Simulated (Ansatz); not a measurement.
Input of an Ansatz 0.2.0 run:

File input.yaml:

```yaml
crystal:
  lattice:
    - [4.19134, 0.0, 0.0]
    - [0.0, 4.19134, 0.0]
    - [0.0, 0.0, 4.19134]
  atoms:
    - { symbol: Ba, position: [0.0, 0.0, 0.0] }
    - { symbol: Zr, position: [0.5, 0.5, 0.5] }
    - { symbol: O, position: [0.5, 0.5, 0.0] }
    - { symbol: O, position: [0.5, 0.0, 0.5] }
    - { symbol: O, position: [0.0, 0.5, 0.5] }
hamiltonian:
  xc: pbe
  pseudopotentials: { kind: paw }
kpoints:
  mp_grid: { grid: [6, 6, 6] }
scf:
  occupations: { method: fermi_dirac, width: 0.05 }
output:
  forces: true
  stress: true
  eigenvalues: true
relax:
  f_tol: 0.01
  max_steps: 40
  cell: { stress_tol: 0.05, p_target: 10.0 }
```

Potentials or basis: Ansatz PAW.

The run is started by

```console
$ ansatz run input.yaml --threads 2 --pin off --max-ram 5632MiB --backend cpu --events-out ev --progress --plain --runs-dir out
```

Q: What does it give for the band gap on the k mesh?

A: 3.32 eV, indirect (least direct gap 3.47 eV).

Q: Estimate the space group after relaxing (to 0.05 Å).

A: Pm-3m (No. 221).

Q: Estimate the relaxed volume.

A: 14.25 Å³/atom.

Q: What does it give for the relaxed cell?

A: a = 4.145 Å, b = 4.145 Å, c = 4.145 Å, α = 90.00°, β = 90.00°, γ = 90.00°.

Final structure:
```xyz
5
Lattice="4.1453 0.0000 0.0000 0.0000 4.1453 0.0000 0.0000 0.0000 4.1453" Properties=species:S:1:pos:R:3 pbc="T T T"
Ba    0.0000    0.0000    0.0000
Zr    2.0726    2.0726    2.0726
O     2.0726    2.0726    0.0000
O     2.0726    0.0000    2.0726
O     0.0000    2.0726    2.0726
```

Caveat: the plane-wave basis is chosen anew once the cell has moved, so the energies of steps on either side of that aren't comparable; the pressure holds a Pulay correction of +0.5 GPa for the finite cutoff; spin-orbit coupling is left out, which moves the levels of the heavy elements. PBE gaps usually lie below the measured ones, often by a third to a half.
